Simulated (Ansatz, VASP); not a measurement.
# Ti: 3 runs at one level of theory

The starting cell:

```
Ti
1.0
     2.95000    0.00000    0.00000
    -1.47500    2.55477    0.00000
     0.00000    0.00000    4.68000
Ti
2
Direct
  0.66667 0.33333 0.75000
  0.33333 0.66667 0.25000
```

Alike in all runs: task relaxation of cell and atoms; functional RPBE; k mesh 10 × 10 × 6; occupations methfessel-paxton, width 0.2 eV; no spin polarisation; no spin-orbit coupling.

```
                        program and potentials  plane-wave cutoff (eV)                                                 notes  equilibrium volume (Å³/atom)
                            Ansatz, Ansatz PAW                     420  potentials made for PBE, which Ansatz adapts in part                         17.90
             VASP, PBE PAW files Ti_sv, 600 eV                     600                               potentials made for PBE                         17.84
Ansatz, all-electron LAPW, scalar-relativistic                       -                                                     -                         17.89
```

The equilibrium volume spans 17.84 (VASP, PBE PAW files Ti_sv, 600 eV) to 17.90 Å³/atom (Ansatz, Ansatz PAW), with all-electron results at 17.89. Some sets were made for another functional than the one run, which can shift their rows. Relaxations stop with a little pressure left, so the last digit of a volume isn't settled.

The functional is the same throughout but for its coding, so the spread measures potentials, basis and numerics; runs on potential files found faulty are left out.
